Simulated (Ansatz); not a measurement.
# Au: a prediction, then the measurements

All numbers below come from DFT r2SCAN, scalar-relativistic, plane waves, PAW in Ansatz 0.2.0.

Cutoff 500 eV; k points 18×18×18 on the computed 1-atom cell (Γ-centred); Gaussian smearing, width 0.10 eV; no spin polarisation.

Relaxed structure, symmetry kept:

```yaml
crystal:
  lattice:
    - [0.00000, 2.06201, 2.06201]
    - [2.06201, 0.00000, 2.06201]
    - [2.06201, 2.06201, 0.00000]
  atoms:
    - { symbol: Au, position: [0.00000, 0.00000, 0.00000] }
```

* Space group: Fm-3m (No. 225)
* Volume per atom: 17.53 Å³
* Formation energy from the elements' standard states (uncorrected): 0.000 eV/atom
* Generalised Kohn–Sham band gap: none (metal)
* Density of states at the Fermi level: 0.27 states/eV per cell
* Löwdin character within 0.5 eV of the Fermi level: Au 6s 46 %, Au 5d 32 %, unprojected 22 %
* Bulk modulus: 155 GPa
* Its pressure derivative: 5.9
* Bader charges (e): Au (1 in the cell) 0.00

Spin-orbit coupling is left out, which matters for the bands of heavy elements.

**What was measured.**

From “Mechanisms for carbon adsorption on Au(110)-(2*1): A work function analysis”, 2018, arxiv:1805.06931, for a bulk crystal of Au at 298 K: lattice constant a 4.078 Å.

From “Exploring toroidal anvil profiles for larger sample volumes above 4 Mbar”, 2024, pmc:11102561, for a bulk crystal of Au: bulk modulus 167 GPa.

A measured lattice constant a of Au is 4.078 Å (298 K; quoted in the paper above); the calculated 4.124 Å misses it by +1.1 %. The calculation is for 0 K without zero-point motion. Measured bulk modulus of Au: 167 GPa (quoted in the paper above). This calculation gives 155 GPa (-7.2 %).